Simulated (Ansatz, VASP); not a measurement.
# One calculation of Fe, two programs

Contents of POSCAR:

```
Fe
1.0
    0.0000000000      1.7719589884      1.7719589884
    1.7719589884      0.0000000000      1.7719589884
    1.7719589884      1.7719589884      0.0000000000
Fe
1
Direct
    0.0000000000      0.0000000000      0.0000000000
```

The input INCAR.step1:

```
SYSTEM = Fe
PREC = Accurate
ENCUT = 520
ISMEAR = -1
SIGMA = 0.1
LREAL = .FALSE.
LASPH = .TRUE.
NELM = 60
NBANDS = 10
GGA = PE
ALGO = Normal
EDIFF = 1E-4
LWAVE = .TRUE.
LCHARG = .FALSE.
```

The input INCAR.step2:

```
SYSTEM = Fe
PREC = Accurate
ENCUT = 520
EDIFF = 1E-7
ISMEAR = -1
SIGMA = 0.1
LREAL = .FALSE.
LASPH = .TRUE.
NELM = 60
ALGO = Normal
ISIF = 2
LWAVE = .FALSE.
LCHARG = .TRUE.
METAGGA = R2SCAN
LMIXTAU = .TRUE.
LELF = .TRUE.
LVHAR = .TRUE.
NBANDS = 10
ISTART = 1
```

File KPOINTS:

```
Automatic mesh
0
G
  18 18 18
  0 0 0
```

Input for Ansatz:

```yaml
crystal:
  lattice:
    - [0.0, 1.7719589884, 1.7719589884]
    - [1.7719589884, 0.0, 1.7719589884]
    - [1.7719589884, 1.7719589884, 0.0]
  atoms:
    - { symbol: Fe, position: [0.0, 0.0, 0.0] }
hamiltonian:
  xc: r2scan
  pseudopotentials:
    kind: paw
    azcp:
      Fe: "pseudopotentials/Fe.paw.azcp"
basis:
  ecutwfc: 500
  fft_grid_basis: typed
kpoints:
  mp_grid: { grid: [18, 18, 18], shift: [0, 0, 0] }
magnetization:
  spin_polarized: false
scf:
  occupations: { method: fermi_dirac, width: 0.1 }
  lower_state_search: "off"
output:
  stress: true
  write_density: true
  write_potential: true
  elf: true
  volumetric_format: npy
```

Alike in both runs: task single point; functional r2SCAN; k mesh 18 × 18 × 18; occupations fermi-dirac, width 0.1 eV; no spin polarisation.

|  | VASP | Ansatz |
| --- | --- | --- |
| version | VASP 6.6.1 | Ansatz 0.2.0 |
| potentials or method | VASP PAW PBE potentials, release 64 (Fe) | plane waves (500 eV) with PAW, scalar-relativistic |
| plane-wave cutoff (eV) | 520 | 500 |
| valence electrons in the cell | 8 | 16 |

```tsv
	VASP	Ansatz	Ansatz less VASP
pressure (GPa)	-26.8	-27.5	-0.67
```

With one functional, cell and mesh, what is left measures potentials, basis and numerics. The two sets of potentials don't hold the same shells in valence.

Caveats: so large a pressure means that the cell lies far from this level's equilibrium, or that cutoff or potentials fall short (VASP); the potentials were made for another functional, which shifts forces and pressure (VASP); the run has no spin polarisation, though such a crystal can be magnetic. Spin polarisation is off, so any magnetic state and its effect on volume and gap are missing.
